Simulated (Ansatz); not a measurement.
MgSe (rocksalt), relaxed with r2SCAN, was run in Ansatz 0.2.0 under altered settings. All numbers are computed, without spin polarisation but where a row says otherwise.

```
Mg Se
1.0
     0.00000    2.73627    2.73627
     2.73627    0.00000    2.73627
     2.73627    2.73627    0.00000
Mg Se
1 1
Direct
  0.00000 0.00000 0.00000
  0.50000 0.50000 0.50000
```

The base run's other keys:
```yaml
kpoints:
  mp_grid: { grid: [4, 4, 4] }
hamiltonian:
  xc: hse06
scf:
  occupations: { method: fixed }
  n_extra_bands: 4
```

It takes 11 iterations with 821 plane waves at 420 eV and 8 k points, and leaves a mean stress of +0.13 GPa. The gap over this mesh is 2.652 eV. It ran on 4 threads of AMD EPYC 7R43 64-Core Processor (Zen 3), on a shared host.

Outcomes, with energy and stress as changes against the base:

| setting | outcome | ΔF (meV/atom) | Δ mean stress (GPa) | gap on the mesh (eV) | iterations | wall time |
| --- | --- | --- | --- | --- | --- | --- |
| PBE hybrid, exx coeff 0.15, omega 0.1 1/Å | converged | – | +0.5 | 2.484 | 10 | 5.1 s |
| hamiltonian.xc: hf | converged | – | +4.0 | 8.694 | 19 | 7.2 s |
| scf.exx.singularity: wigner_seitz | converged | 0.0 | 0.0 | 2.652 | 11 | 5.1 s |
| PBE hybrid, exx coeff 0.35, omega 0.2078 1/Å | converged | – | -0.6 | 3.020 | 15 | 5.7 s |
| basis.ecutrho_ratio: 8 | converged | 0.0 | 0.0 | 2.652 | 11 | 6.8 s |

A dash marks a value that wasn't obtained or can't be compared. Stress is positive in compression. The base took 6.2 s.

- PBE hybrid, exx coeff 0.15, omega 0.1 1/Å. That is 15 % exact exchange, screened with ω = 0.1 1/Å, against HSE06's 25 % screened at 0.208 1/Å. The mean stress moves by +0.5 GPa and the gap on the mesh by -0.168 eV (to 2.484). Totals of different functionals aren't comparable. The program warns that on this mesh the truncation of the exchange isn't bounded, so part of the change can be an error of the mesh.
- hamiltonian.xc: hf. The mean stress moves by +4.0 GPa and the gap on the mesh by +6.043 eV (to 8.694). It's another functional on the same cell, so totals aren't comparable.
- PBE hybrid, exx coeff 0.35, omega 0.2078 1/Å. That is 35 % exact exchange, screened with ω = 0.2078 1/Å, against HSE06's 25 % screened at 0.208 1/Å. The mean stress moves by -0.6 GPa and the gap on the mesh by +0.368 eV (to 3.020). Totals of different functionals aren't comparable.

Within 1 meV an atom, 0.1 GPa and 0.005 eV of the base stay: scf.exx.singularity: wigner_seitz; basis.ecutrho_ratio: 8.

Spin-orbit coupling is left out.

The stress of a hybrid is loosely converged in these runs.

The meshes of the hybrids are coarse, so their gaps aren't converged to the digits shown.
